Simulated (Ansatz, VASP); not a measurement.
W: VASP beside Ansatz

INCAR

```
SYSTEM = W
  PREC = Accurate
  ENCUT = 520
  EDIFF = 1E-7
  ISMEAR = -1
  SIGMA = 0.05
  LREAL = .FALSE.
  LASPH = .TRUE.
  NELM = 60
  ALGO = Normal
  ISIF = 2
  LWAVE = .FALSE.
  LCHARG = .FALSE.
  GGA = PE
  NBANDS = 13
```

Contents of KPOINTS:

```
regular mesh
0
G
  12 12 12
  0 0 0
```

The input POSCAR:

```
W
1.0
   -1.6031677168      1.6031677168      1.6031677168
    1.6031677168     -1.6031677168      1.6031677168
    1.6031677168      1.6031677168     -1.6031677168
W
1
Direct
    0.0000000000      0.0000000000      0.0000000000
```

File input.yaml:

```yaml
crystal:
  lattice:
    - [-1.6031677168, 1.6031677168, 1.6031677168]
    - [1.6031677168, -1.6031677168, 1.6031677168]
    - [1.6031677168, 1.6031677168, -1.6031677168]
  atoms:
    - { symbol: W, position: [0.0, 0.0, 0.0] }
hamiltonian:
  xc: pbe
  pseudopotentials: { kind: paw }
kpoints:
  mp_grid: { grid: [12, 12, 12] }
scf:
  occupations: { method: fermi_dirac, width: 0.05 }
output:
  forces: true
  stress: true
  eigenvalues: true
```

Change from the starting cell: volume scaled by 1.04.

Alike in both runs: task single point; functional PBE; k mesh 12 × 12 × 12; occupations fermi-dirac, width 0.05 eV; no spin polarisation.

|  | VASP | Ansatz |
| --- | --- | --- |
| version | VASP 6.6.1 | Ansatz 0.2.0 |
| potentials or method | VASP PAW PBE potentials, release 64 (W_sv) | Ansatz PAW |
| plane-wave cutoff (eV) | 520 | 420 |
| valence electrons in the cell | 14 | 14 |

|  | VASP | Ansatz | Ansatz less VASP |
| --- | --- | --- | --- |
| gap on the k mesh at the Fermi level (eV) | none | none | - |
| pressure (GPa) | -5.5 | -5.9 | -0.43 |

A gap of «none» marks a metal or a gap that the smearing closes.

The runs have no spin-orbit coupling, so splittings on W are missing.
